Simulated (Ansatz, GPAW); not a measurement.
# Geometry or basis: what sets the conductance of azulenedithiol between two Al chains, part 3 of 4

How well does azulenedithiol between two Al chains conduct once its atoms have relaxed, and how much do cheaper levels lose?

GPAW 26.7.0 and Ansatz 0.2.0; Ansatz plane waves; relaxation of the junction with the lead ends held; PAW set soft_1 (the session's first sound run).

So far, transmission at the Fermi level (one spin): step 3 (plane-wave reference (PBE)) 0.0143. Also open channels of the lead at the Fermi level (one spin): step 3 2.

### Step 4. Double-zeta polarised basis

The script solves lead and junction separately, takes H and S in the orbital basis, and joins semi-infinite leads through their self-energies; the dzp basis is the working standard.

This step: GPAW LCAO, PAW setups; Landauer transmission from Green's functions with principal layers (ASE), zero bias (GPAW 26.7.0).

File run.py:

```python
import json
import numpy as np
from ase import Atoms
from ase.transport.calculators import TransportCalculator
from gpaw import GPAW, FermiDirac
from gpaw.lcao.tools import get_lcao_hamiltonian
from scipy.linalg import eigh

# The junction with lead layers at both ends, along the third cell vector
device = Atoms(
    ['Al', 'Al', 'Al', 'Al', 'Al', 'Al', 'Al', 'S', 'C', 'H', 'H', 'C', 'C', 'C', 'C', 'H', 'H', 'C', 'C', 'C', 'C', 'C', 'H', 'H', 'S', 'Al', 'Al', 'Al', 'Al', 'Al', 'Al', 'Al'],
    positions=[
        [7.89649, 4.50000, 1.20000],
        [7.89649, 4.50000, 3.60000],
        [7.89649, 4.50000, 6.00000],
        [7.89649, 4.50000, 8.40000],
        [7.89649, 4.50000, 10.80000],
        [6.13434, 4.57495, 12.65496],
        [6.48547, 4.54846, 15.26013],
        [4.52162, 4.56549, 16.33016],
        [4.74861, 4.54359, 18.07390],
        [2.59189, 4.49894, 18.63122],
        [6.95497, 4.57801, 18.45269],
        [3.63331, 4.51332, 18.94162],
        [5.93887, 4.55429, 18.84167],
        [4.10127, 4.50661, 20.26335],
        [5.58630, 4.53448, 20.20120],
        [7.52883, 4.56188, 21.02874],
        [2.22711, 4.46488, 21.22631],
        [3.30553, 4.48212, 21.41050],
        [6.46612, 4.54286, 21.29030],
        [6.19903, 4.53390, 22.65839],
        [3.67416, 4.48166, 22.75359],
        [4.96048, 4.50678, 23.33006],
        [2.84895, 4.46104, 23.46772],
        [7.08559, 4.55276, 23.30093],
        [4.88952, 4.51803, 25.11656],
        [6.91999, 4.38142, 26.07405],
        [6.39579, 4.45949, 28.65265],
        [7.89649, 4.50000, 30.73560],
        [7.89649, 4.50000, 33.13560],
        [7.89649, 4.50000, 35.53560],
        [7.89649, 4.50000, 37.93560],
        [7.89649, 4.50000, 40.33560]],
    cell=[[15.79298, 0.0, 0.0], [0.0, 9.0, 0.0], [0.0, 0.0, 41.5356]],
    pbc=True)

# One principal layer of the lead: the first 4 atoms of the device
lead = Atoms(
    ['Al', 'Al', 'Al', 'Al'],
    positions=[
        [7.89649, 4.50000, 1.20000],
        [7.89649, 4.50000, 3.60000],
        [7.89649, 4.50000, 6.00000],
        [7.89649, 4.50000, 8.40000]],
    cell=[[15.79298, 0.0, 0.0], [0.0, 9.0, 0.0], [0.0, 0.0, 9.6]],
    pbc=True)

settings = dict(mode='lcao', basis='dzp', xc='PBE', h=0.2,
                occupations=FermiDirac(0.1), maxiter=250,
                mixer=dict(beta=0.1, nmaxold=8, weight=100.0),
                convergence=dict(density=0.0001))
energies = np.arange(-2, 2 + 1e-9, 0.025)
eta = 0.0001
n1, n2 = 1, 1
# k and -k transmit alike, so half of the mesh across the current serves
mesh = [(i, j) for i in range(n1) for j in range(n2) if (i, j) <= (-i % n1, -j % n2)]
weights = np.array([1 if (i, j) == (-i % n1, -j % n2) else 2 for i, j in mesh]) / (n1 * n2)

# [... helper functions left out ...]
fermi_lead = ground_state(lead, (1, 1, 12), 'lead.txt')
fermi_device = ground_state(device, (1, 1, 2), 'device.txt')
# [... loop over the mesh left out, but for ...]
        # Shift the lead onto the potential of the device's first layer
        shift = ((H[:, 0, 0] - H0[:, 0, 0]) / S0[0, 0]).real.mean()
# [...]
kT = 8.617333e-5 * 300
bias = [0.1, 0.2, 0.5, 1.0, 1.5, 2.0]
# [... integrals and printing left out ...]
```

Launch:

```bash
OMP_NUM_THREADS=1 OPENBLAS_NUM_THREADS=1 python run.py
```

The log of the run:

```text
basis functions: device 368, principal layer 52
Fermi level: lead -3.5792 eV, device -3.4071 eV; lead shifted by 0.0201 eV
largest coupling past the next layer 1.42e-15 eV, largest misfit of the first layer 0.075 eV
  E-E_F (eV)   T (one spin)  channels
    -2.000    2.3506e-03    1.0000
    -1.975    2.4793e-03    1.0000
    -1.950    2.6302e-03    1.0000
    -1.925    2.8067e-03    1.0000
    -1.900    3.0133e-03    1.0000
    -1.875    3.2551e-03    1.0000
    -1.850    3.5382e-03    1.0000
    -1.825    3.8697e-03    1.0000
    -1.800    4.2575e-03    1.0000
    -1.775    4.7099e-03    1.0000
    -1.750    5.2349e-03    1.0000
    -1.725    5.8383e-03    1.0000
    -1.700    6.5203e-03    1.0000
    -1.675    7.2706e-03    1.0000
    -1.650    8.0605e-03    1.0000
    -1.625    8.8327e-03    1.0000
[...]
1.825    2.8391e-01    3.0000
     1.850    2.7779e-01    3.0000
     1.875    2.7694e-01    3.0000
     1.900    2.8204e-01    3.0000
     1.925    2.9440e-01    3.0000
     1.950    3.1634e-01    3.0000
     1.975    3.5185e-01    3.0000
     2.000    4.0767e-01    3.0000
conductance at 300 K: 0.01691 G0 a cell; thermopower -20.26 uV/K
current from the zero-bias T(E) at 0.1 V: 0.13043 uA
current from the zero-bias T(E) at 0.2 V: 0.25774 uA
current from the zero-bias T(E) at 0.5 V: 0.62181 uA
current from the zero-bias T(E) at 1.0 V: 1.4583 uA
current from the zero-bias T(E) at 1.5 V: 3.1752 uA
current from the zero-bias T(E) at 2.0 V: 6.3971 uA
```

The job ended after 3.8 min (1 thread of Arm Neoverse V2, shared host; peak memory 2 GiB).

This step gave:

* conductance: 0.01691 G₀
* thermopower: -20.26 μV/K
* largest coupling past the next principal layer: 1.42e-15 eV
* largest misfit of the first principal layer: 0.07489 eV
* shift that aligns the lead: 0.02009 eV
* basis functions of the junction: 368
* basis functions of a principal layer: 52
* transmission at the Fermi level (one spin): 0.01715

One spin. The transmission, zone mean by energy, zero at the Fermi level:

energy (eV), transmission, zone mean and a bar:
```
   -2.000      0.002 
   -1.900      0.003 
   -1.800      0.004 
   -1.700      0.007 
   -1.600      0.009 
   -1.500      0.008 
   -1.400      0.002 
   -1.300      0.000 
   -1.200      0.000 
   -1.100      0.000 
   -1.000      0.000 
   -0.900      0.000 
   -0.800      0.000 
   -0.700      0.000 
   -0.600      0.000 
   -0.500      0.000 
   -0.400      0.000 
   -0.300      0.001 
   -0.200      0.005 
   -0.100      0.011 
    0.000      0.017 #
    0.100      0.021 #
    0.200      0.025 #
    0.300      0.032 #
    0.400      0.044 #
    0.500      0.060 ##
    0.600      0.081 ###
    0.700      0.106 ###
    0.800      0.136 ####
    0.900      0.172 ######
    1.000      0.222 #######
    1.100      0.296 ##########
    1.200      0.418 ##############
    1.300      0.621 ####################
    1.400      0.867 ############################
    1.450      0.920 ##############################
    1.500      0.872 ############################
    1.600      0.605 ####################
    1.700      0.394 #############
    1.800      0.295 ##########
    1.900      0.282 #########
    2.000      0.408 #############
```

Crossings of the lead's bands, unfolded to its shortest repeat. Open channels, zone mean against energy, zero at the Fermi level:

```
energy (eV)  open channels, zone mean
     -2.000                         1
     -1.800                         1
     -1.600                         1
     -1.400                         1
     -1.200                         0
     -1.000                         0
     -0.800                         0
     -0.600                         0
     -0.400                         0
     -0.200                         2
      0.000                         2
      0.200                         2
      0.400                         2
      0.600                         2
      0.800                         2
      1.000                         3
      1.200                         3
      1.400                         3
      1.600                         3
      1.800                         3
      2.000                         3
```

Not self-consistent under bias; the bias window is split evenly. Current through one cell, from the zero-bias transmission against bias:

```
bias (V)  current through one cell, from the zero-bias transmission (μA)
   0.100                                                           0.130
   0.200                                                           0.258
   0.500                                                           0.622
   1.000                                                            1.46
   1.500                                                            3.18
   2.000                                                            6.40
```

The transmission of the three most open eigenchannels by energy, zero at the Fermi level:

```
energy (eV)  channel 1  channel 2  channel 3
     -2.000    0.00235          0          0
     -1.900    0.00301          0          0
     -1.800    0.00426          0          0
     -1.700    0.00652          0          0
     -1.600    0.00949          0          0
     -1.500    0.00837          0          0
     -1.400    0.00235          0          0
     -1.300     1.2e-4          0          0
     -1.200    2.9e-12          0          0
     -1.100          0          0          0
     -1.000    1.4e-11          0          0
     -0.900          0          0          0
     -0.800          0          0          0
     -0.700          0          0          0
     -0.600    4.2e-10          0          0
     -0.500          0          0          0
     -0.400    2.3e-11          0          0
     -0.300    0.00145     5.1e-6          0
     -0.200    0.00498     1.5e-5          0
     -0.100     0.0114     3.8e-5          0
      0.000     0.0171     7.6e-5          0
      0.100     0.0208     1.1e-4          0
      0.200     0.0251     1.2e-4          0
      0.300     0.0324     1.2e-4          0
      0.400     0.0438     1.1e-4          0
      0.500     0.0602     1.0e-4          0
      0.600     0.0812     9.2e-5          0
      0.700      0.106     8.2e-5          0
      0.800      0.136     7.4e-5          0
      0.900      0.172     6.6e-5          0
      1.000      0.222     6.6e-5     8.3e-8
      1.100      0.296     6.7e-5     1.8e-7
      1.200      0.418     7.1e-5     2.0e-7
      1.300      0.621     7.8e-5     1.2e-7
      1.400      0.867     9.0e-5     1.8e-8
      1.500      0.872     1.1e-4     2.5e-8
      1.600      0.605     1.2e-4     2.0e-7
      1.700      0.394     1.3e-4     4.7e-7
      1.800      0.295     1.3e-4     7.5e-7
      1.900      0.282     1.2e-4     1.0e-6
      2.000      0.408     1.1e-4     1.2e-6
```

At the Fermi level T is 0.0171 against 0.0143 in plane waves. Couplings past the next layer reach 1.4e-15 eV, small enough to drop; the matrix elements of the cell's first layer differ from the bulk lead's by up to 0.075 eV. That layer keeps its own values in the calculation, and only beyond it is the lead taken as perfect. The Fermi levels of lead and junction count from different zeros of potential, one for each periodic cell; with both set to zero, the small remaining shift is what aligns them. By hand: G = 0.01691 × 77.48 μS = 1.31 μS, a resistance of 763 kΩ; at 0.1 V a linear junction would pass 0.131 μA, and the integral over the bias window gives 0.130 μA. Mott's formula, S = -(π²/3)(k_B²T/e) d ln T/dE, has the prefactor 7.33 μV/K·eV at 300 K; T = 0.01597 at -0.025 eV and 0.01819 at 0.025 eV give a slope of 2.60 per eV and S = -19.1 μV/K, beside -20.3 μV/K from the thermal integral, which interpolates the same grid.

### Step 5. GPAW, szp: basis = "szp(dzp)"

One radial function a shell plus polarisation makes the matrices smaller; the question is what that costs.

run.py: that of step 4 with these lines changed.

```diff
@@ -58,3 +58,3 @@
 
-settings = dict(mode='lcao', basis='dzp', xc='PBE', h=0.2,
+settings = dict(mode='lcao', basis='szp(dzp)', xc='PBE', h=0.2,
                 occupations=FermiDirac(0.1), maxiter=250,
```

The log of the run:

```text
basis functions: device 258, principal layer 36
Fermi level: lead -4.0845 eV, device -3.9252 eV; lead shifted by 0.0266 eV
largest coupling past the next layer 1.57e-15 eV, largest misfit of the first layer 0.082 eV
  E-E_F (eV)   T (one spin)  channels
    -2.000    1.5661e-03    1.0000
    -1.975    1.6873e-03    1.0000
    -1.950    1.8262e-03    1.0000
[...]
1.975    1.2010e-02    3.0000
     2.000    1.2058e-02    3.0000
conductance at 300 K: 0.026161 G0 a cell; thermopower -32.46 uV/K
current from the zero-bias T(E) at 0.1 V: 0.20276 uA
current from the zero-bias T(E) at 0.2 V: 0.40702 uA
current from the zero-bias T(E) at 0.5 V: 1.1335 uA
current from the zero-bias T(E) at 1.0 V: 4.6291 uA
current from the zero-bias T(E) at 1.5 V: 17.11 uA
current from the zero-bias T(E) at 2.0 V: 32.384 uA
```

The job ended after 3.5 min (1 thread; peak memory 2 GiB).

Numbers from this step:

```
conductance                                    : 0.02616 G₀
thermopower                                    : -32.46 μV/K
largest coupling past the next principal layer : 1.57e-15 eV
largest misfit of the first principal layer    : 0.08231 eV
shift that aligns the lead                     : 0.02662 eV
basis functions of the junction                : 258
basis functions of a principal layer           : 36
transmission at the Fermi level (one spin)     : 0.02623
```

One spin. Transmission, zone mean against energy, zero at the Fermi level:

```
energy (eV)  transmission, zone mean
     -2.000                  0.00157
     -1.800                  0.00313
     -1.600                  0.00364
     -1.400                   1.0e-4
     -1.200                        0
     -1.000                        0
     -0.800                        0
     -0.600                  1.3e-12
     -0.400                        0
     -0.200                  0.00471
      0.000                   0.0262
      0.200                   0.0575
      0.400                    0.182
      0.600                    0.585
      0.775                    0.940
      0.800                    0.935
      1.000                    0.555
      1.200                    0.277
      1.400                    0.288
      1.475                    0.911
      1.600                  0.00244
      1.800                   0.0113
      2.000                   0.0121
```

The conductance, 0.0262 G₀, lies 55 % above that of the dzp run.

### Step 6. GPAW, sz: basis = "sz(dzp)"

One function for each valence shell of the setup, as for a first survey of a large system.

run.py: that of step 5 with these lines changed.

```diff
@@ -58,3 +58,3 @@
 
-settings = dict(mode='lcao', basis='szp(dzp)', xc='PBE', h=0.2,
+settings = dict(mode='lcao', basis='sz(dzp)', xc='PBE', h=0.2,
                 occupations=FermiDirac(0.1), maxiter=250,
```

The log of the run:

```text
basis functions: device 110, principal layer 16
Fermi level: lead -4.3562 eV, device -4.1680 eV; lead shifted by 0.0350 eV
largest coupling past the next layer 1.13e-15 eV, largest misfit of the first layer 0.096 eV
  E-E_F (eV)   T (one spin)  channels
    -2.000    1.9523e-03    1.0000
    -1.975    2.2268e-03    1.0000
    -1.950    2.5736e-03    1.0000
[...]
1.975    1.2231e-02    3.0000
     2.000    1.2189e-02    3.0000
conductance at 300 K: 0.034994 G0 a cell; thermopower -32.79 uV/K
current from the zero-bias T(E) at 0.1 V: 0.27157 uA
current from the zero-bias T(E) at 0.2 V: 0.54716 uA
current from the zero-bias T(E) at 0.5 V: 1.5617 uA
current from the zero-bias T(E) at 1.0 V: 7.0358 uA
current from the zero-bias T(E) at 1.5 V: 22.689 uA
current from the zero-bias T(E) at 2.0 V: 34.613 uA
```

It took 2.8 min on 1 thread; peak memory 1.9 GiB.

Numbers from this step:

```
conductance                                    : 0.03499 G₀
thermopower                                    : -32.79 μV/K
largest coupling past the next principal layer : 1.13e-15 eV
largest misfit of the first principal layer    : 0.09617 eV
shift that aligns the lead                     : 0.03498 eV
basis functions of the junction                : 110
basis functions of a principal layer           : 16
transmission at the Fermi level (one spin)     : 0.03495
```

One spin. Transmission, zone mean against energy, zero at the Fermi level:

```
energy (eV)  transmission, zone mean
     -2.000                  0.00195
     -1.900                  0.00359
     -1.800                  0.00867
     -1.700                  0.00360
     -1.600                  1.1e-11
     -1.500                        0
     -1.400                        0
     -1.300                        0
     -1.200                        0
     -1.100                        0
     -1.000                        0
     -0.900                        0
     -0.800                        0
     -0.700                        0
     -0.600                        0
     -0.500                        0
     -0.400                  8.6e-11
     -0.300                  0.00194
     -0.200                  0.00690
     -0.100                   0.0196
      0.000                   0.0350
      0.100                   0.0511
      0.200                   0.0800
      0.300                    0.144
      0.400                    0.287
      0.500                    0.552
      0.600                    0.849
      0.675                    0.937
      0.700                    0.929
      0.800                    0.769
      0.900                    0.555
      1.000                    0.390
      1.100                    0.287
      1.200                    0.234
      1.300                    0.249
      1.400                    0.815
      1.500                  0.00201
      1.600                  0.00881
      1.700                   0.0122
      1.800                   0.0126
      1.900                   0.0124
      2.000                   0.0122
```

The conductance, 0.0350 G₀, lies 107 % above that of the dzp run.

### Step 7. LDA in the dzp basis: xc = "LDA"

Back in the dzp basis, the functional changes from PBE to LDA, to set the spread between functionals beside that between bases.

run.py: that of step 6 with these lines changed.

```diff
@@ -58,3 +58,3 @@
 
-settings = dict(mode='lcao', basis='sz(dzp)', xc='PBE', h=0.2,
+settings = dict(mode='lcao', basis='dzp', xc='LDA', h=0.2,
                 occupations=FermiDirac(0.1), maxiter=250,
```

The log of the run:

```text
basis functions: device 368, principal layer 52
Fermi level: lead -3.7091 eV, device -3.5489 eV; lead shifted by 0.0225 eV
largest coupling past the next layer 1.13e-15 eV, largest misfit of the first layer 0.076 eV
  E-E_F (eV)   T (one spin)  channels
    -2.000    2.2467e-03    1.0000
    -1.975    2.3697e-03    1.0000
    -1.950    2.5138e-03    1.0000
[...]
1.975    5.6120e-01    3.0000
     2.000    7.1883e-01    3.0000
conductance at 300 K: 0.019647 G0 a cell; thermopower -20.95 uV/K
current from the zero-bias T(E) at 0.1 V: 0.15149 uA
current from the zero-bias T(E) at 0.2 V: 0.29911 uA
current from the zero-bias T(E) at 0.5 V: 0.72052 uA
current from the zero-bias T(E) at 1.0 V: 1.6941 uA
current from the zero-bias T(E) at 1.5 V: 3.7075 uA
current from the zero-bias T(E) at 2.0 V: 7.6403 uA
```

Run time: 3.5 min. Hardware: 1 thread; peak memory 2 GiB.

This step gave:

* conductance: 0.01965 G₀
* thermopower: -20.95 μV/K
* largest misfit of the first principal layer: 0.07570 eV
* shift that aligns the lead: 0.02255 eV
* basis functions of the junction: 368
* basis functions of a principal layer: 52
* transmission at the Fermi level (one spin): 0.01995

The conductance, 0.0196 G₀, lies 16 % above that of the dzp run.

[end of part 3 of 4]

[Logs are printed without paths, hosts, clocks, repeated set-up lines and the standing remarks that a program may print on its own settings, such as how far it seeks lower states.]

[Hosts, paths, dates, database ids (printed as entryN), source tags and the programs' standing remarks are cut or masked in the printed files.]
